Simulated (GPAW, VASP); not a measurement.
This is a calculation of ZnO (zincite) for GPAW 26.7.0 (ASE script). 

The input run.py:

```python
from ase import Atoms
from ase.dft.bandgap import bandgap
from ase.io import write
from ase.units import GPa
from gpaw import GPAW, PW

atoms = Atoms(['Zn', 'Zn', 'O', 'O'],
              cell=[[3.249308, 0.0, 0.0],
                    [-1.624654, 2.8139832727, 0.0],
                    [0.0, 0.0, 5.205709]],
              scaled_positions=[[0.6666666667, 0.3333333333, 0.0],
                                [0.3333333333, 0.6666666667, 0.5],
                                [0.3333333333, 0.6666666667, 0.87901],
                                [0.6666666667, 0.3333333333, 0.37901]],
              pbc=True)

calc = GPAW(mode=PW(800),
            xc='PBE',
            kpts={'size': (9, 9, 5), 'gamma': True},
            occupations={'name': 'methfessel-paxton', 'order': 0, 'width': 0.011},
            nbands=31,
            convergence={'density': 1e-05, 'energy': 1e-05},
            maxiter=150,
            txt='gpaw.txt')
atoms.calc = calc
energy = atoms.get_potential_energy()
forces = atoms.get_forces()
stress = atoms.get_stress()
calc.write('gs.gpw')
write('result.traj', atoms)
print(f'Energy: {energy:.6f} eV')
print('Forces (eV/A):')
print(forces.round(4))
print('Stress (GPa):', (stress / GPa).round(3))
print('Fermi level:', round(calc.get_fermi_level(), 4), 'eV')
print(f'Gap: {bandgap(calc)[0]:.4f} eV, direct: {bandgap(calc, direct=True)[0]:.4f} eV')
```

Potentials or basis: GPAW PAW data sets (gpaw-data 1.2.1), pw.

Launch:

```sh
$ OMP_NUM_THREADS=1 python run.py
```

Problem. What does the same run look like in VASP 6.6.1? Potentials or basis there: PBE PAW files O, Zn, 520 eV.

Solution. As run (cutoffs and basis follow the program's own potentials, and thresholds, step limits or extra output files can differ):

INCAR

```
SYSTEM = ZnO
  ALGO = Normal
  EDIFF = 1E-6
  ENCUT = 520
  GGA = PE
  ISIF = 2
  ISMEAR = 0
  LASPH = .TRUE.
  LCHARG = .FALSE.
  LREAL = .FALSE.
  LWAVE = .FALSE.
  NELM = 100
  PREC = Accurate
  SIGMA = 0.011
```

Contents of KPOINTS:

```
k-points
0
G
  9 9 5
  0 0 0
```

The input POSCAR:

```
ZnO
1.0
    3.2493080000      0.0000000000      0.0000000000
   -1.6246540000      2.8139832727      0.0000000000
    0.0000000000      0.0000000000      5.2057090000
Zn O
2 2
Direct
    0.6666666667      0.3333333333      0.0000000000
    0.3333333333      0.6666666667      0.5000000000
    0.3333333333      0.6666666667      0.8790100000
    0.6666666667      0.3333333333      0.3790100000
```

Potentials or basis: VASP PAW PBE potentials, release 64 (Zn, O).

Run with:

```sh
$ cat potpaw_PBE.64/Zn/POTCAR potpaw_PBE.64/O/POTCAR > POTCAR
$ mpirun -np 1 vasp_std > vasp.out
```

Both were run:

|  | GPAW | VASP |
| --- | --- | --- |
| Pressure | 5.1 GPa | 6.0 GPa |
| Largest force | 0.073 eV/Å | 0.074 eV/Å |

Pressure is positive in compression.
